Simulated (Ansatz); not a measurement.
# MgO: an internal coordinate against the cell

A grid of calculations on MgO (P6_3mc, No. 186; 4 atoms in the cell), to see where the energy is lowest and how it rises around there.

Program: Ansatz 0.2.0. Level of theory: DFT PBE, scalar-relativistic, plane waves, PAW. These are calculated values, not measurements.

17 further runs of the same task are left out: 17 set aside as unsound or not needed.

## 1. The system as given

The structure is hexagonal, space group P6_3mc (No. 186). The conventional cell has a = 3.315 Å, b = 3.315 Å, c = 5.122 Å, α = 90.00°, β = 90.00°, γ = 120.00°. Around Mg (site symmetry 3m) lie 4 O at 1.99 to 2.01 Å. O (site symmetry 3m) has 4 Mg at 1.99 to 2.01 Å as nearest neighbours.

Structure file:

```cif
data_structure
_symmetry_space_group_name_H-M 'P 1'
_symmetry_Int_Tables_number 1
_cell_length_a 3.3153
_cell_length_b 3.3153
_cell_length_c 5.1215
_cell_angle_alpha 90.000
_cell_angle_beta 90.000
_cell_angle_gamma 120.000
_cell_volume 48.75
loop_
_atom_site_label
_atom_site_type_symbol
_atom_site_fract_x
_atom_site_fract_y
_atom_site_fract_z
_atom_site_occupancy
Mg1 Mg 0.33333 0.66667 0.00632 1
Mg2 Mg 0.66667 0.33333 0.50632 1
O1 O 0.33333 0.66667 0.39828 1
O2 O 0.66667 0.33333 0.89828 1
```

It goes back to an entry of the Materials Project, which need not be the stable form.

It is the result of an earlier relaxation at this level (volume 12.19 Å³/atom; gap on the mesh: 3.41 eV).

## 2. Setting up the map

Atoms count from 1 in the order of the input.

The energy is mapped over a free internal coordinate and the cell.

First coordinate, shift of Mg1 along [0 0 1], its symmetry partners moved as symmetry demands (measured in the relaxed cell): 7 values from −0.15 Å. Second coordinate, c/a of the conventional cell at fixed volume: 7 values from 1.236 to 1.854.

Nothing else is relaxed (all other coordinates fixed). Energies count from the relaxed crystal. Points are written as (first, second).

## 3. Point (−0.05 Å, 1.648)

Input file input.yaml:

```yaml
crystal:
  lattice:
    - [3.2447370978, 0.0, 0.0]
    - [-1.6223685489, 2.8100247553, 0.0]
    - [0.0, 0.0, 5.3466777897]
  atoms:
    - { symbol: Mg, position: [0.3333333333, 0.6666666667, -0.0034438731] }
    - { symbol: Mg, position: [0.6666666667, 0.3333333333, 0.4965561269] }
    - { symbol: O, position: [0.3333333333, 0.6666666667, 0.3982811987] }
    - { symbol: O, position: [0.6666666667, 0.3333333333, 0.8982811987] }
basis:
  ecutwfc: 520.0
kpoints:
  mp_grid: { grid: [9, 9, 6] }
hamiltonian:
  xc: pbe
  pseudopotentials: { kind: paw, azcp: { folder: soft_1 } }
scf:
  occupations: { method: gaussian, width: 0.05 }
output:
  forces: true
  stress: true
  eigenvalues: true
```

Run with:

```console
ansatz run input.yaml --threads 1 --pin off --max-ram 2048MiB --backend cpu --events-out ev --progress --plain --runs-dir out
```

The session goes on with these runs: the other points that were computed.

What does the calculation give? Wanted: lowest point; highest computed point; pressure.

As calculated:

| quantity | value |
| --- | --- |
| lowest point | (0.00 Å, 1.545), 0 meV/atom |
| highest computed point | (0.15 Å, 1.236), 678 meV/atom above the lowest |
| pressure (GPa) | −2.4 at (−0.15 Å, 1.339) to 21.8 at (0.15 Å, 1.236); 0.0 at the lowest point |
| time for all points | 4.4 min on 1 thread, shared host |

The lowest computed point is at (0.00 Å, 1.545), which is the relaxed crystal itself. The grid shows no other well, apart from its symmetry copies. The highest computed point, (0.15 Å, 1.236), lies 678 meV/atom above the lowest. Round the minimum the valley is strongly tilted: raising the first coordinate shifts the best value of the second coordinate upwards (coupling k₁₂/√(k₁₁k₂₂) about −0.8).
